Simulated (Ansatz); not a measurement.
CoO: relaxation of cell and atoms with PBEsol

The system is CoO.

```
CELL_PARAMETERS angstrom
0.00000 2.13150 2.13150
2.13150 0.00000 2.13150
2.13150 2.13150 0.00000
ATOMIC_POSITIONS crystal
Co 0.00000 0.00000 0.00000
O 0.50000 0.50000 0.50000
```

```yaml
Program: Ansatz 0.2.0
Task: relaxation of cell and atoms
Functional: PBEsol
Potentials_or_basis: Ansatz PAW
Cutoff: "420 eV (not typed: the program's choice for these potentials)"
k_mesh: 11 × 11 × 11
Occupations: fermi-dirac, width 0.05 eV
Spin: collinear spin, ferromagnetic start
Starting_moments: "[2.0, 0.0] μB"
```

```json
{
  "Relaxed volume": "9.08 Å³/atom",
  "Relaxed cell": "a = 2.950 Å, b = 2.950 Å, c = 2.950 Å, α = 60.00°, β = 60.00°, γ = 60.00°",
  "Space group after relaxing (to 0.05 Å)": "Fm-3m (No. 225)",
  "Energy gained by relaxing": "21.6 meV/atom",
  "Ionic steps": "7",
  "Pressure after relaxing": "0.0 GPa",
  "Band gap on the k mesh": "none (metal or under the smearing width)",
  "Net moment": "2.80 μB per cell",
  "Absolute moment": "2.82 μB per cell",
  "Site moments": "Co +2.38; O +0.31 μB"
}
```

The path:
```
step  energy change (eV)  largest force (eV/Å)  volume (Å³)
   1              0.0000                0.0000        19.37
   2             -0.0345                0.0000        18.75
   3             -0.0475                0.0000        18.14
   4             -0.0474                0.0000        18.19
   5             -0.0430                0.0000        18.19
   6             -0.0432                0.0000        18.15
   7             -0.0431                0.0000        18.15
```

Final structure:
```yaml
crystal:
  lattice:
    - [0.00000, 2.08588, 2.08588]
    - [2.08588, 0.00000, 2.08588]
    - [2.08588, 2.08588, 0.00000]
  atoms:
    - { symbol: Co, position: [0.00000, 0.00000, 0.00000] }
    - { symbol: O, position: [0.50000, 0.50000, 0.50000] }
```

Levels at points of the mesh, in eV from the Fermi level:
Spin up:
```tsv
k point	band 9	band 10	band 11	band 12	band 13	band 14	band 15	band 16	band 17
(0.00, 0.00, 0.00)	-3.30	-3.30	-3.21	-3.21	-3.21	1.10	16.62	18.28	18.28
```
Spin down:
```
           k point  band 7  band 8  band 9  band 10  band 11  band 12  band 13  band 14
(0.00, 0.00, 0.00)   -3.01   -3.01   -1.26    -1.26    -1.26    -0.23    -0.23     1.64
```

It took 35 s on 2 threads of AMD EPYC 7571, on a shared host, peak memory 0.37 GiB.

Caveat: the plane-wave basis is chosen anew once the cell has moved, so the energies of steps on either side of that aren't comparable; the pressure holds a Pulay correction of +0.8 GPa for the finite cutoff; a cell with one magnetic atom can't hold antiferromagnetic order, which such compounds often take; semilocal functionals often make such compounds metallic where correlation or magnetic order opens a gap, which also shifts bond lengths; the PAW data sets come from PBE, with cores solved anew for the run's functional, which leaves a small shift of forces and pressure. With open d or f shells a metallic result of PBEsol can be an artefact of self-interaction; +U or a hybrid may open a gap.
